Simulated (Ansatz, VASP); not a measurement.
KBr in VASP and in Ansatz

The input POSCAR:

```
KBr
1.0
    3.9757950673      0.0000000000      0.0000000000
    0.0000000000      3.9757950673      0.0000000000
    0.0000000000      0.0000000000      3.9757950673
K Br
1 1
Direct
    0.0000000000      0.0000000000      0.0000000000
    0.5000000000      0.5000000000      0.5000000000
```

Contents of INCAR.step1:

```
SYSTEM = KBr
  PREC = Accurate
  ENCUT = 520
  ISMEAR = -1
  SIGMA = 0.02
  LREAL = .FALSE.
  LASPH = .TRUE.
  NELM = 80
  NBANDS = 15
  GGA = PE
  ALGO = Normal
  EDIFF = 1E-4
  LWAVE = .TRUE.
  LCHARG = .FALSE.
```

File INCAR.step2:

```
SYSTEM = KBr
  PREC = Accurate
  ENCUT = 520
  EDIFF = 1E-6
  ISMEAR = -1
  SIGMA = 0.02
  LREAL = .FALSE.
  LASPH = .TRUE.
  NELM = 80
  ALGO = Normal
  ISIF = 2
  LWAVE = .FALSE.
  LCHARG = .TRUE.
  METAGGA = R2SCAN
  LMIXTAU = .TRUE.
  LELF = .TRUE.
  LVHAR = .TRUE.
  NBANDS = 15
  ISTART = 1
```

The input KPOINTS:

```
regular mesh
0
G
  7 7 7
  0 0 0
```

Input for Ansatz:

```yaml
crystal:
  lattice:
    - [3.9757950673, 0.0, 0.0]
    - [0.0, 3.9757950673, 0.0]
    - [0.0, 0.0, 3.9757950673]
  atoms:
    - { symbol: K, position: [0.0, 0.0, 0.0] }
    - { symbol: Br, position: [0.5, 0.5, 0.5] }
kpoints:
  mp_grid: { grid: [7, 7, 7] }
scf:
  occupations: { method: fermi_dirac, width: 0.02 }
hamiltonian:
  xc: r2scan
  pseudopotentials: { kind: paw }
output:
  forces: true
  stress: true
  eigenvalues: true
  populations: true
```

Alike in both runs: task single point; functional r2SCAN; k mesh 7 × 7 × 7; occupations fermi-dirac, width 0.02 eV; no spin polarisation.

```csv
,VASP,Ansatz
version,VASP 6.6.1,Ansatz 0.2.0
potentials or method,"VASP PAW PBE potentials, release 64 (K_sv, Br)","PAW with Ansatz's default frozen-core files, scalar-relativistic"
plane-wave cutoff (eV),520,500
valence electrons in the cell,16,16
```

```csv
,VASP,Ansatz,Ansatz less VASP
gap on the k mesh at the Fermi level (eV),4.80,4.79,-0.004
pressure (GPa),0.0,0.0,+0.01
```

With one functional, cell and mesh, what is left measures potentials, basis and numerics.

Caveats: the PAW data sets were made with another functional, which shifts forces and pressure a little (VASP); an odd mesh through Γ misses points on the zone boundary, where band edges often lie. r2SCAN opens gaps a little over a GGA but as a rule still falls short of measured ones.
